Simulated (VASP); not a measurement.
SnSe: relaxation of the atoms with PBE

SnSe, a slab with vacuum:

```
Sn Se
1.0
     4.25678    0.00000    0.00000
     0.00000    4.25678    0.00000
     0.00000    0.00000   24.03000
Sn Se
4 4
Cartesian
  2.1284 2.1284 7.5000
  0.0000 0.0000 10.5100
  2.1284 2.1284 13.5200
  0.0000 0.0000 16.5300
  0.0000 0.0000 7.5000
  2.1284 2.1284 10.5100
  0.0000 0.0000 13.5200
  2.1284 2.1284 16.5300
```

* Program: VASP 6.6.1
* Task: relaxation of the atoms
* Functional: PBE
* Potentials or basis: VASP PAW PBE potentials, release 64 (Sn_d, Se)
* Cutoff: 520 eV
* k mesh: 5 × 5 × 1
* Occupations: fermi-dirac, width 0.05 eV
* Spin: no spin polarisation
* Dipole correction: yes
* Atoms held fixed (from 0): [0, 4, 1, 5]
* Further INCAR settings: ALGO = Fast; EDIFF = 1e-06; IBRION = 2; EDIFFG = -0.005; NSW = 40

```yaml
Energy_gained_by_relaxing: 11.3 meV/atom
Ionic_steps: 19
Band_gap_on_the_k_mesh: 0.68 eV, direct
```

The path:
| step | energy change (eV) | largest force (eV/Å) | pressure (GPa) |
| --- | --- | --- | --- |
| 1 | 0.0000 | 0.4452 | -0.22 |
| 2 | -0.0228 | 0.4505 | -0.17 |
| 3 | -0.0703 | 0.4770 | -0.04 |
| 4 | -0.0107 | 0.8051 | 0.52 |
| 5 | -0.0783 | 0.4909 | 0.05 |
| 6 | -0.0790 | 0.4974 | 0.10 |
| 7 | -0.0804 | 0.4955 | 0.07 |
| 8 | -0.0819 | 0.4936 | 0.06 |
| 9 | -0.0830 | 0.4898 | 0.05 |
| 10 | -0.0857 | 0.4765 | 0.02 |
| 11 | -0.0888 | 0.4533 | -0.04 |
| 12 | -0.0866 | 0.4574 | -0.15 |
| 13 | -0.0893 | 0.4452 | -0.08 |
| 14 | -0.0904 | 0.4554 | -0.09 |
| 15 | -0.0905 | 0.4595 | -0.09 |
| 16 | -0.0905 | 0.4598 | -0.09 |
| 17 | -0.0907 | 0.4595 | -0.08 |
| 18 | -0.0907 | 0.4599 | -0.07 |
| 19 | -0.0908 | 0.4609 | -0.07 |

Final structure:
```yaml
crystal:
  lattice:
    - [4.25678, 0.00000, 0.00000]
    - [0.00000, 4.25678, 0.00000]
    - [0.00000, 0.00000, 24.03000]
  atoms:
    - { symbol: Sn, position: [0.50000, 0.50000, 0.31211] }
    - { symbol: Sn, position: [0.00000, 0.00000, 0.43737] }
    - { symbol: Sn, position: [0.50000, 0.50000, 0.57283] }
    - { symbol: Sn, position: [0.00000, 0.00000, 0.68869] }
    - { symbol: Se, position: [0.00000, 0.00000, 0.31211] }
    - { symbol: Se, position: [0.50000, 0.50000, 0.43737] }
    - { symbol: Se, position: [0.00000, 0.00000, 0.57159] }
    - { symbol: Se, position: [0.50000, 0.50000, 0.69085] }
```

Levels at points of the mesh, in eV from the valence-band top:
```csv
k point,band 37,band 38,band 39,band 40,band 41,band 42,band 43,band 44
"(0.00, 0.00, 0.00)",-2.18,-2.18,-1.42,-1.06,1.26,2.20,3.28,3.36
```

Run time: 26 min on 1 thread of Intel(R) Xeon(R) Platinum 8488C (Sapphire Rapids), on a shared host, peak memory 0.54 GiB.

Caveat: spin-orbit coupling is left out, which moves the levels of the heavy elements; without dispersion, layers of such crystals drift apart on relaxing, which shifts levels and gaps; volumes and pressures include the vacuum.
